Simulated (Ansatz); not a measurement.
# Te2Mo: the cost of one run

The runs shown are made with Ansatz 0.2.0. G0W0, plane waves. The calculation is spin-unpolarised, and the structure need not be a phase that has been made.

**1. Starting point**

The cell was relaxed beforehand with r2SCAN+rVV10.

Space group R3m (No. 160), trigonal; a = 3.547 Å, c = 21.312 Å in the conventional setting, 25.80 Å³ an atom. Around Mo lie 6 Te at 2.72 Å; around Te lie 3 Mo at 2.72 Å.

The structure in full:

```cif
data_structure
_symmetry_space_group_name_H-M 'R3m:H'
_symmetry_Int_Tables_number 160
_cell_length_a 3.5468
_cell_length_b 3.5468
_cell_length_c 21.3124
_cell_angle_alpha 90.000
_cell_angle_beta 90.000
_cell_angle_gamma 120.000
_cell_volume 232.19
loop_
_atom_site_label
_atom_site_type_symbol
_atom_site_symmetry_multiplicity
_atom_site_Wyckoff_symbol
_atom_site_fract_x
_atom_site_fract_y
_atom_site_fract_z
_atom_site_occupancy
Mo1 Mo 3 a 0.66667 0.33333 0.33330 1
Te1 Te 3 a 0.33333 0.66667 0.08409 1
Te2 Te 3 a 0.00000 0.00000 0.24928 1
```

**2. 125 empty bands, 80 eV**

Contents of input.yaml:

```yaml
crystal:
  lattice:
    - [1.7734078856, 1.0238775201, 7.104136675]
    - [-1.7734078856, 1.0238775201, 7.104136675]
    - [0.0, -2.0477550403, 7.104136675]
  atoms:
    - { symbol: Mo, position: [-3.68534e-05, -3.68534e-05, -3.68534e-05] }
    - { symbol: Te, position: [0.4174226665, 0.4174226665, 0.4174226665] }
    - { symbol: Te, position: [0.2492808535, 0.2492808535, 0.2492808535] }
kpoints:
  mp_grid: { grid: [4, 4, 4] }
hamiltonian:
  xc: pbe
scf:
  occupations: { method: fixed }
gw:
  n_empty_bands: 125
  ecut_chi: 80
  qp_bands: [v2, c2]
  qp_kpoints: band_edges
  screening: { model: contour_deformation }
```

Launch:

```console
$ ansatz run input.yaml --threads 2 --pin off --max-ram 3686MiB --backend cpu --events-out ev --progress --plain --runs-dir out
```

Q: Estimate wall time and peak memory on 2 threads of Intel Xeon Platinum 8259CL at 2.50GHz (Skylake/Cascade Lake), shared host.

About 89 s, with a peak of 0.56 GiB.
